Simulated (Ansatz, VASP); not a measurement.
**Two plane-wave programs on As**

INCAR

```
PREC = Accurate
ENCUT = 520
EDIFF = 1E-6
ISMEAR = 0
SIGMA = 0.15
LREAL = False
LASPH = True
NELM = 100
ALGO = Normal
ISIF = 2
LWAVE = False
LCHARG = False
GGA = PE
NBANDS = 8
```

Contents of KPOINTS:

```
Automatic mesh
0
Gamma
  18 18 18
```

File POSCAR:

```
As
1.0
    2.8388658316      0.0000000000      0.0000000000
    0.0000000000      2.8388658316      0.0000000000
    0.0000000000      0.0000000000      2.7036817444
As
1
Direct
    0.5000000000      0.5000000000      0.5000000000
```

Input for Ansatz:

```yaml
crystal:
  lattice:
    - [2.8388658316, 0.0, 0.0]
    - [0.0, 2.8388658316, 0.0]
    - [0.0, 0.0, 2.7036817444]
  atoms:
    - { symbol: As, position: [0.5, 0.5, 0.5] }
basis:
  ecutwfc: 420
kpoints:
  mp_grid: { grid: [18, 18, 18] }
hamiltonian:
  xc: pbe
scf:
  occupations: { method: gaussian, width: 0.15 }
output:
  forces: true
  stress: true
  eigenvalues: true
```

Change from the starting cell: strain +0.050 along x and y, +0.000 along z, atoms carried along.

Alike in both runs: task single point; functional PBE; k mesh 18 × 18 × 18; occupations gaussian, width 0.15 eV; no spin polarisation.

|  | VASP | Ansatz |
| --- | --- | --- |
| version | VASP 6.6.1 | Ansatz 0.2.0 |
| potentials or method | VASP PAW PBE potentials, release 64 (As) | scalar-relativistic, plane waves, PAW |
| plane-wave cutoff (eV) | 520 | 420 |
| valence electrons in the cell | 5 | 15 |

```tsv
	VASP	Ansatz	Ansatz less VASP
gap on the k mesh at the Fermi level (eV)	none	none	-
pressure (GPa)	-4.2	-4.2	-0.09
largest component of the traceless stress (GPa)	5.01	4.97	-0.041
```

A gap of «none» marks a metal or a gap that the smearing closes. The two sets of potentials don't hold the same shells in valence.
